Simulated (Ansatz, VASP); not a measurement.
# CdF2: VASP beside Ansatz

INCAR

```
SYSTEM = CdF2
PREC     = Accurate       ! precision mode
ENCUT    = 520            ! plane-wave cutoff, eV
EDIFF    = 1E-6           ! SCF threshold, eV
ISMEAR   = 0              ! smearing method
SIGMA    = 0.05           ! smearing width, eV
LREAL    = .False.        ! projectors in reciprocal space
LASPH    = .True.         ! aspherical terms in the spheres
NELM     = 100            ! most SCF steps
ALGO     = Fast           ! electronic algorithm
ISIF     = 2              ! what is computed and relaxed
LWAVE    = .False.        ! write WAVECAR
LCHARG   = .False.        ! write CHGCAR
GGA      = CA             ! functional
NBANDS   = 20             ! bands
```

Contents of KPOINTS:

```
Automatic mesh
0
Gamma
  8 8 8
  0 0 0
```

POSCAR

```
CdF2
1.0
    0.0000000000      2.6488277134      2.6488277134
    2.6488277134      0.0000000000      2.6488277134
    2.6488277134      2.6488277134      0.0000000000
Cd F
1 2
Direct
   -0.0326946671     -0.0326946671     -0.0326946671
    0.2500000000      0.2500000000      0.2500000000
    0.7500000000      0.7500000000      0.7500000000
```

Input for Ansatz:

```yaml
crystal:
  lattice:
    - [0.0, 2.6488277134, 2.6488277134]
    - [2.6488277134, 0.0, 2.6488277134]
    - [2.6488277134, 2.6488277134, 0.0]
  atoms:
    - { symbol: Cd, position: [-0.0326946671, -0.0326946671, -0.0326946671] }
    - { symbol: F, position: [0.25, 0.25, 0.25] }
    - { symbol: F, position: [0.75, 0.75, 0.75] }
basis:
  ecutwfc: 420
kpoints:
  mp_grid: { grid: [8, 8, 8] }
hamiltonian:
  xc: lda
scf:
  occupations: { method: gaussian, width: 0.05 }
output:
  forces: true
  stress: true
  eigenvalues: true
```

Change from the starting cell: all Cd atoms moved -0.300 Å, as atom 1 along Cartesian [1 1 1].

Alike in both runs: task single point; functional LDA; k mesh 8 × 8 × 8; occupations gaussian, width 0.05 eV; no spin polarisation.

```csv
,VASP,Ansatz
version,VASP 6.6.1,Ansatz 0.2.0
potentials or method,"VASP PAW LDA potentials, release 64 (Cd, F)","scalar-relativistic, plane waves, PAW"
plane-wave cutoff (eV),520,420
valence electrons in the cell,26,34
```

|  | VASP | Ansatz | Ansatz less VASP |
| --- | --- | --- | --- |
| gap on the k mesh at the Fermi level (eV) | 2.96 | 2.99 | +0.032 |
| least direct gap on the mesh (eV) | 3.40 | 3.42 | +0.018 |
| pressure (GPa) | 8.2 | 6.5 | -1.77 |
| largest component of the traceless stress (GPa) | 4.92 | 4.49 | -0.428 |
| rms of the force components (eV/Å) | 1.305 | 1.174 | -0.1309 |

Atom by atom the forces differ by 0.131 eV/Å (rms over components). The two sets of potentials don't hold the same shells in valence.

Caveats: forces of over 1 eV/Å show positions far from the minimum, so gaps and moduli don't describe the material at rest. A k mesh can miss the band edges.
